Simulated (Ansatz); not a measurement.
ScAl3: strain energy, fitted

ScAl3, Pm-3m, a = 4.105 Å. The structure is a Materials Project entry; whether it is the stable form wasn't checked. Ansatz: PBE, PAW, 420 eV, Γ-centred 12×12×12 mesh on 4 atoms, Gaussian smearing 0.10 eV; no spin polarisation. Series: uniaxial strain along a, with b, c and atoms relaxed; x is the strain in per cent. y is the free energy over the unstrained cell, V0 = 17.298 Å³/atom.

| x (%) | y (meV/atom) |
| --- | --- |
| -6.0 | ? |
| -4.0 | 15.09 |
| -2.0 | 3.70 |
| 0.0 | 0.00 |
| 2.0 | 3.46 |
| 4.0 | 13.43 |
| 6.0 | 29.35 |

Problem. Fit y = c2 x² + c3 x³ to the other rows, turn c2 into a modulus, and predict the missing energy.

Solution. Least squares on the rows shown. y = 0.89195 x² − 0.012812 x³. In eV per unit strain² c2 is 8.919; this is Young's modulus along the axis (E = ½ Y V0 ε²): 2 × 8.919 × 160.2 / (17.298) = 165 GPa. The unstrained cell keeps some stress along the strain, worth a slope of -0.03 meV/atom per %, which the form leaves out. At x = -6.0 the fit asked for gives 34.88 meV/atom. The run gave 34.48 meV/atom, so the fit is 0.40 meV/atom too high, 1.2 % of the span of the series, against an rms of 0.02 meV/atom on the fitted rows. The row lies outside the fitted range. With a term in x⁴ added, a fit to the same known rows predicts 34.94 meV/atom, no real gain.